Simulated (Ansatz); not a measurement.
# Ta: the cost of one run

Program: Ansatz 0.2.0. Level of theory: DFT PBE, plane waves, PAW, scalar-relativistic, no spin polarisation. These are calculated values, not measurements.

## (1) The system as given

The cell holds 7 atoms (Ta7): a = 2.893 Å, b = 2.819 Å, c = 24.571 Å, α = 90.00°, β = 90.00°, γ = 108.82°.

As a file:

```xyz
7
Lattice="2.8932 0.0000 0.0000 -0.9092 -2.6683 0.0000 0.0000 0.0000 24.5713" Properties=species:S:1:pos:R:3 pbc="T T T"
Ta    0.1086   -2.4436    1.3278
Ta    1.9584   -1.2056    3.5406
Ta    0.0693   -2.0025    5.9884
Ta    2.2093   -0.5191    8.0174
Ta    0.3811   -1.8725   10.4952
Ta    1.9027   -0.5662   12.9442
Ta    0.5065   -1.8409   15.8051
```

## (2) Molecular dynamics

Contents of input.yaml:

```yaml
crystal:
  lattice:
    - [2.893183, 0.0, 0.0]
    - [-0.909225, -2.668306, 0.0]
    - [0.0, 0.0, 24.571304]
  atoms:
    - { symbol: Ta, position: [0.325348, 0.915781, 0.054038] }
    - { symbol: Ta, position: [0.818892, 0.451808, 0.144095] }
    - { symbol: Ta, position: [0.259798, 0.750486, 0.243714] }
    - { symbol: Ta, position: [0.824759, 0.194546, 0.326293] }
    - { symbol: Ta, position: [0.352255, 0.701759, 0.427133] }
    - { symbol: Ta, position: [0.724343, 0.212197, 0.526803] }
    - { symbol: Ta, position: [0.391884, 0.689927, 0.643233] }
kpoints:
  mp_grid: { grid: [5, 5, 1] }
magnetization:
  spin_polarized: false
scf:
  occupations: { method: cold, width: 0.15 }
hamiltonian:
  pseudopotentials: { kind: paw }
  xc: pbe
basis:
  ecutwfc: 420
md:
  timestep: 1.0
  n_steps: 20
  ensemble: nvt_nose_hoover
  temperature: 2000.0
  initial_velocities: maxwell_boltzmann
  seed: 221370
```

The run is started by

```sh
> ansatz run input.yaml --threads 2 --pin off --max-ram 2560MiB --backend cpu --events-out ev --progress --plain --runs-dir out
```

What time and memory should one allow on 2 threads of Arm Neoverse N1, shared host?

About 2.4 min, with a peak of 0.56 GiB.
